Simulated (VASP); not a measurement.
## Input and output of a VASP LDA single-point calculation on CdS (distorted wurtzite)

INCAR

```
LWAVE = .FALSE.
GGA = CA
ISIF = 2
ENCUT = 520
SIGMA = 0.02
NBANDS = 26
LASPH = .TRUE.
NELM = 120
NSW = 0
IBRION = -1
PREC = Accurate
LREAL = .FALSE.
ISMEAR = -1
LCHARG = .FALSE.
EDIFF = 1E-7
```

KPOINTS

```
KPOINTS created by Atomic Simulation Environment
0
Gamma
6 6 4
0 0 0
```

POSCAR

```
Cd S
 1.0000000000000000
     4.0803000000000003    0.0648000000000000    0.0751000000000000
    -1.9841000000000000    3.5678000000000001   -0.0323000000000000
     0.1221000000000000    0.0098000000000000    6.5243000000000002
 Cd  S
   2   2
Cartesian
  0.0966216700000000  2.2101909800000001  6.3750989699999998
  2.1698676200000002  1.2935507399999999  3.0709023600000003
  0.2643568600000002  2.3763548600000002  2.2734036799999999
  2.0378831499999999  1.0804534600000002  5.6881306900000004
```

VASP ran with the recommended LDA PAW datasets (36 valence electrons in the cell).

Command

```
mpirun -np 1 vasp_std
```

OSZICAR

```
N       E                     dE             d eps       ncg     rms          rms(c)
DAV:   1     0.252550323698E+03    0.25255E+03   -0.17695E+04  3952   0.128E+03
DAV:   2    -0.168396517540E+01   -0.25423E+03   -0.24486E+03  4248   0.325E+02
DAV:   3    -0.154591191847E+02   -0.13775E+02   -0.13694E+02  4798   0.771E+01
DAV:   4    -0.155966531556E+02   -0.13753E+00   -0.13742E+00  4466   0.740E+00
DAV:   5    -0.155987324108E+02   -0.20793E-02   -0.20791E-02  4704   0.902E-01    0.130E+01
DAV:   6    -0.145698470868E+02    0.10289E+01   -0.18454E+00  5304   0.153E+01    0.979E+00
DAV:   7    -0.145355401754E+02    0.34307E-01   -0.74654E-01  4240   0.479E+00    0.371E+00
DAV:   8    -0.145207660787E+02    0.14774E-01   -0.11977E-01  4216   0.341E+00    0.582E-01
DAV:   9    -0.145192010327E+02    0.15650E-02   -0.17965E-02  4576   0.173E+00    0.154E-01
DAV:  10    -0.145189411592E+02    0.25987E-03   -0.10413E-03  4480   0.365E-01    0.794E-02
DAV:  11    -0.145189519378E+02   -0.10779E-04   -0.13444E-04  4570   0.706E-02    0.724E-02
DAV:  12    -0.145189746864E+02   -0.22749E-04   -0.53188E-05  4120   0.391E-02    0.582E-02
DAV:  13    -0.145189584439E+02    0.16242E-04   -0.38793E-05  4240   0.404E-02    0.292E-02
DAV:  14    -0.145189584011E+02    0.42769E-07   -0.52156E-06  4242   0.134E-02    0.131E-02
DAV:  15    -0.145189582882E+02    0.11297E-06   -0.18192E-07  3450   0.279E-03    0.572E-03
DAV:  16    -0.145189582823E+02    0.58681E-08   -0.14370E-07  3022   0.242E-03
   1 F= -.14518958E+02 E0= -.14518958E+02  d E =-.148623E-11
```

From OUTCAR

```
k-points           NKPTS =     76   k-points in BZ     NKDIM =     76   number of bands    NBANDS=     26

   NELECT =      36.0000    total number of electrons

   dimension x,y,z NGX =    30 NGY =   30 NGZ =   50
   dimension x,y,z NGXF=    60 NGYF=   60 NGZF=  100

  energy-cutoff  :      520.00
  volume of cell :       95.78
      direct lattice vectors                 reciprocal lattice vectors
     4.080300000  0.064800000  0.075100000     0.243021842  0.135104597 -0.004751007
    -1.984100000  3.567800000 -0.032300000    -0.004406129  0.277831432 -0.000334865
     0.122100000  0.009800000  6.524300000    -0.002819193 -0.000179697  0.153326178

 k-points in reciprocal lattice and weights: KPOINTS created by Atomic Simulation Env
   0.00000000  0.00000000  0.00000000       0.007
   0.16666667  0.00000000  0.00000000       0.014
   0.33333333 -0.00000000  0.00000000       0.014
   0.50000000 -0.00000000  0.00000000       0.007
  -0.00000000  0.16666667  0.00000000       0.014
   0.16666667  0.16666667 -0.00000000       0.014
   0.33333333  0.16666667  0.00000000       0.014
   0.50000000  0.16666667  0.00000000       0.014
   ...

 E-fermi :   1.9922

 k-point     1 :       0.0000    0.0000    0.0000
  band No.  band energies     occupation
      1     -11.2226      2.00000
      2     -10.6501      2.00000
      3      -6.6394      2.00000
      4      -6.5190      2.00000
      5      -6.4616      2.00000
      6      -6.4112      2.00000
      7      -6.3176      2.00000
      8      -6.0705      2.00000
      9      -6.0141      2.00000
     10      -5.9304      2.00000
     11      -5.8867      2.00000
     12      -5.4837      2.00000
     13      -3.1102      2.00000
     14       0.4854      2.00000
     15       0.6939      2.00000
     16       1.2808      2.00000
     17       1.4090      2.00000
     18       1.5423      2.00000
     19       2.4647      0.00000
     20       3.9104      0.00000
     21       7.3561      0.00000
     22       7.6839      0.00000
     23       7.9719      0.00000
     24       8.5566      0.00000
     25       9.3001      0.00000
     26       9.5227      0.00000

 k-point     2 :       0.1667    0.0000    0.0000
  band No.  band energies     occupation
      1     -11.1275      2.00000
      2     -10.6029      2.00000
      3      -6.6012      2.00000
      4      -6.4821      2.00000
      5      -6.4044      2.00000
      6      -6.3575      2.00000
      7      -6.2541      2.00000
      8      -6.0834      2.00000
      9      -6.0245      2.00000
     10      -5.9400      2.00000
     11      -5.9158      2.00000
     12      -5.4160      2.00000
     13      -2.9164      2.00000
     14      -0.5578      2.00000
     15       0.1102      2.00000
     16       0.3045      2.00000
     17       1.1879      2.00000
     18       1.3436      2.00000
     19       3.6736      0.00000
     20       4.7833      0.00000
     21       6.7880      0.00000
     22       7.7351      0.00000
     23       8.0587      0.00000
     24       8.4095      0.00000
     25       9.0812      0.00000
     26       9.8232      0.00000

 k-point     3 :       0.3333   -0.0000    0.0000
  band No.  band energies     occupation
      1     -10.9296      2.00000
      2     -10.5134      2.00000
      3      -6.5111      2.00000
      4      -6.4209      2.00000
      5      -6.2926      2.00000
      6      -6.2199      2.00000
      7      -6.1152      2.00000
      8      -6.0741      2.00000
      9      -6.0081      2.00000
     10      -5.9397      2.00000
     11      -5.8929      2.00000
     12      -5.3010      2.00000
     13      -2.7767      2.00000
     14      -1.7756      2.00000
     15      -1.2312      2.00000
     16      -0.3121      2.00000
     17       0.7341      2.00000
     18       0.8927      2.00000
     19       4.6375      0.00000
     20       5.1967      0.00000
     21       6.0684      0.00000
     22       7.4788      0.00000
     23       8.5884      0.00000
     24       9.3505      0.00000
     25       9.7083      0.00000
     26      10.7199      0.00000

 k-point     4 :       0.5000   -0.0000    0.0000
  band No.  band energies     occupation
      1     -10.8265      2.00000
      2     -10.4723      2.00000
      3      -6.4666      2.00000
      4      -6.4033      2.00000
      5      -6.2459      2.00000
      6      -6.1734      2.00000
      7      -6.1200      2.00000
      8      -6.0317      2.00000
      9      -5.9681      2.00000
     10      -5.8781      2.00000
     11      -5.6324      2.00000
     12      -5.3600      2.00000
     13      -3.1964      2.00000
     14      -2.0430      2.00000
     15      -1.5140      2.00000
     16      -0.5805      2.00000
     17       0.3788      2.00000
     18       0.6610      2.00000
     19       4.7398      0.00000
     20       5.1423      0.00000
     21       5.7454      0.00000
     22       7.9251      0.00000
     23       8.5716      0.00000
     24       9.7628      0.00000
     25      10.7198      0.00000
     26      10.9829      0.00000

 k-point     5 :      -0.0000    0.1667    0.0000
  band No.  band energies     occupation
      1     -11.1266      2.00000
      2     -10.6057      2.00000
      3      -6.6051      2.00000
      4      -6.4915      2.00000
      5      -6.3940      2.00000
      6      -6.3317      2.00000
      7      -6.2857      2.00000
      8      -6.0683      2.00000
      9      -6.0324      2.00000
     10      -5.9542      2.00000
     11      -5.8911      2.00000
     12      -5.4229      2.00000
     13      -2.9248      2.00000
     14      -0.4432      2.00000
     15       0.1067      2.00000
     16       0.2522      2.00000
     17       1.0830      2.00000
     18       1.3322      2.00000
     19       3.6560      0.00000
     20       4.8899      0.00000
     21       6.7824      0.00000
     22       7.7149      0.00000
     23       8.1631      0.00000
     24       8.7587      0.00000
     25       9.2111      0.00000
     26       9.6742      0.00000

 k-point     6 :       0.1667    0.1667   -0.0000
  band No.  band energies     occupation
      1     -10.9872      2.00000
      2     -10.5421      2.00000
      3      -6.5640      2.00000
      4      -6.4513      2.00000
      5      -6.3190      2.00000
      6      -6.2392      2.00000
      7      -6.1445      2.00000
      8      -6.0732      2.00000
      9      -6.0191      2.00000
     10      -5.9919      2.00000
     11      -5.8816      2.00000
     12      -5.3274      2.00000
     13      -2.6843      2.00000
     14      -1.1905      2.00000
     15      -0.9852      2.00000
     16      -0.4550      2.00000
     17       0.5448      2.00000
     18       0.9842      2.00000
     19       4.7941      0.00000
     20       5.8506      0.00000
     21       6.6318      0.00000
     22       7.0009      0.00000
     23       7.9075      0.00000
     24       8.6194      0.00000
     25       9.7942      0.00000
     26      10.3093      0.00000

 k-point     7 :       0.3333    0.1667    0.0000
  band No.  band energies     occupation
      1     -10.8260      2.00000
      2     -10.4775      2.00000
      3      -6.4823      2.00000
      4      -6.3983      2.00000
      5      -6.2479      2.00000
      6      -6.1529      2.00000
      7      -6.0831      2.00000
      8      -6.0526      2.00000
      9      -5.9876      2.00000
     10      -5.9244      2.00000
     11      -5.7021      2.00000
     12      -5.2585      2.00000
     13      -2.9280      2.00000
     14      -1.8639      2.00000
     15      -1.5133      2.00000
     16      -0.9969      2.00000
     17       0.0556      2.00000
     18       0.4133      2.00000
     19       5.2789      0.00000
     20       5.9802      0.00000
     21       6.2333      0.00000
     22       7.7162      0.00000
     23       8.2139      0.00000
     24       9.5695      0.00000
     25       9.8733      0.00000
     26      10.8286      0.00000

 k-point     8 :       0.5000    0.1667    0.0000
  band No.  band energies     occupation
      1     -10.8096      2.00000
      2     -10.4712      2.00000
      3      -6.4306      2.00000
      4      -6.3846      2.00000
      5      -6.2361      2.00000
      6      -6.1395      2.00000
      7      -6.1044      2.00000
      8      -6.0324      2.00000
      9      -5.9950      2.00000
     10      -5.9268      2.00000
     11      -5.7015      2.00000
     12      -5.2681      2.00000
     13      -3.0125      2.00000
     14      -2.0253      2.00000
     15      -1.4434      2.00000
     16      -0.9730      2.00000
     17       0.1340      2.00000
     18       0.3561      2.00000
     19       5.2585      0.00000
     20       5.9465      0.00000
     21       6.2209      0.00000
     22       7.6184      0.00000
     23       8.1715      0.00000
     24       9.3786      0.00000
     25       9.8625      0.00000
     26      10.9278      0.00000

 ...

  Total        2.1609023     -0.4620564      0.7129280     -2.9777440      0.0031174     -0.0232094
  in kB       36.1452053     -7.7287725     11.9250789    -49.8084382      0.0521450     -0.3882218
  external PRESSURE =      13.4471706 kB  Pullay stress =       0.0000000 kB

 POSITION                                       TOTAL-FORCE (eV/Angst)
 -----------------------------------------------------------------------------------
      0.09662      2.21019      6.37510        -1.019752      0.468317     -0.263397
      2.16987      1.29355      3.07090         1.064220     -0.767830      0.715255
      0.26436      2.37635      2.27340        -1.257087      0.732278      0.407407
      2.03788      1.08045      5.68813         1.212618     -0.432765     -0.859266
 -----------------------------------------------------------------------------------
    total drift:                                0.000311     -0.000755      0.000267

  FREE ENERGIE OF THE ION-ELECTRON SYSTEM (eV)
  ---------------------------------------------------
  free  energy   TOTEN  =       -14.5189582823 eV

  energy  without entropy=      -14.5189582823  energy(sigma->0) =      -14.51895828
```

* gap between bands v and c on the k mesh: 0.92 eV
* least direct gap on the k mesh: 0.92 eV
* pressure: 1.3 GPa
* largest force: 1.55 eV/Å

Band v is the last that the valence electrons fill when counted band by band, and c is the next.

The run took about 75 s on one core of a shared host (Intel Xeon 6975P-C) and held 0.28 GiB at most.
